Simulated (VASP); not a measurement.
Write the native input for VASP 6.6.1 that does the following.

```
Task                   : relaxation of cell and atoms
Functional             : PBEsol
Potentials or basis    : VASP PAW PBE potentials, release 64 (Te, Be)
Cutoff                 : 600 eV
k mesh                 : 8 × 8 × 8
Occupations            : fermi-dirac, width 0.05 eV
Spin                   : no spin polarisation
Further INCAR settings : ALGO = Fast; EDIFF = 1e-07; IBRION = 2; EDIFFG = -0.005; NSW = 60; ISIF = 3
```

The structure of BeTe lies in POSCAR:

```
BeTe
1.0
    0.0000000000      2.7700000000      2.7700000000
    2.7700000000      0.0000000000      2.7700000000
    2.7700000000      2.7700000000      0.0000000000
Te Be
1 1
Direct
    0.7500000000      0.7500000000      0.7500000000
    0.0000000000      0.0000000000      0.0000000000
```

These files were run (other wordings do the same):

INCAR

```
SYSTEM = BeTe
PREC = Accurate
ENCUT = 600
EDIFF = 1E-7
ISMEAR = -1
SIGMA = 0.05
LREAL = .False.
LASPH = .True.
NELM = 80
ALGO = Fast
ISIF = 3
LWAVE = .False.
LCHARG = .False.
GGA = PS
IBRION = 2
NSW = 60
EDIFFG = -0.005
```

KPOINTS

```
regular mesh
0
Gamma
  8 8 8
  0 0 0
```

Potentials or basis: VASP PAW PBE potentials, release 64 (Te, Be).

Run with:

```console
$ cat potpaw_PBE.64/Te/POTCAR potpaw_PBE.64/Be/POTCAR > POTCAR
$ mpirun -np 1 vasp_std > vasp.out
```

Results of the run:

* Relaxed volume: 22.10 Å³/atom
* Relaxed cell: a = 3.968 Å, b = 3.968 Å, c = 3.968 Å, α = 60.00°, β = 60.00°, γ = 60.00°
* Space group after relaxing (to 0.05 Å): F-43m (No. 216)
* Energy gained by relaxing: 6.5 meV/atom
* Ionic steps: 3
* Pressure after relaxing: 0.0 GPa
* Band gap on the k mesh: 1.83 eV, indirect (least direct gap 3.59 eV)

Caveat: the PAW data sets were made with another functional, which shifts forces and pressure a little; spin-orbit coupling is left out, which moves the levels of the heavy elements.

It took 18 s on 1 thread of Intel(R) Xeon(R) 6975P-C (Granite Rapids), with other jobs on the host, peak memory 0.18 GiB.
